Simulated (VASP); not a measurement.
YN:

```
CELL_PARAMETERS angstrom
0.00000 2.44836 2.44836
2.44836 0.00000 2.44836
2.44836 2.44836 0.00000
ATOMIC_POSITIONS crystal
Y 0.00000 0.00000 0.00000
N 0.50000 0.50000 0.50000
```

The cell comes from a database or a generator and needn't be the stable form of this composition.

```yaml
Program: VASP 6.6.1
Task: relaxation of cell and atoms
Functional: PBE
Dispersion: D3(BJ)
Potentials_or_basis: VASP PAW PBE potentials, release 64 (Y_sv, N)
Cutoff: 600 eV
k_mesh: 12 × 12 × 12
Occupations: gaussian, width 0.1 eV
Spin: no spin polarisation
```

At the start: pressure -3.0 GPa; volume 14.68 Å³/atom.

**Question.** Where does the relaxation end?

**Answer.** Over 3 steps the energy falls by 2.6 meV/atom and the volume is 14.40 Å³/atom (-1.9 %); space group Fm-3m (No. 225, to 0.05 Å).

Step by step:
| step | energy change (eV) | largest force (eV/Å) | pressure (GPa) | volume (Å³) |
| --- | --- | --- | --- | --- |
| 1 | 0.0000 | 0.0000 | -3.02 | 29.35 |
| 2 | 0.0018 | 0.0000 | 3.75 | 28.19 |
| 3 | -0.0053 | 0.0000 | -0.01 | 28.81 |

Final structure:
```
Y N
1.0
     0.00000    2.43308    2.43308
     2.43308    0.00000    2.43308
     2.43308    2.43308    0.00000
Y N
1 1
Cartesian
  0.0000 0.0000 0.0000
  2.4331 2.4331 2.4331
```
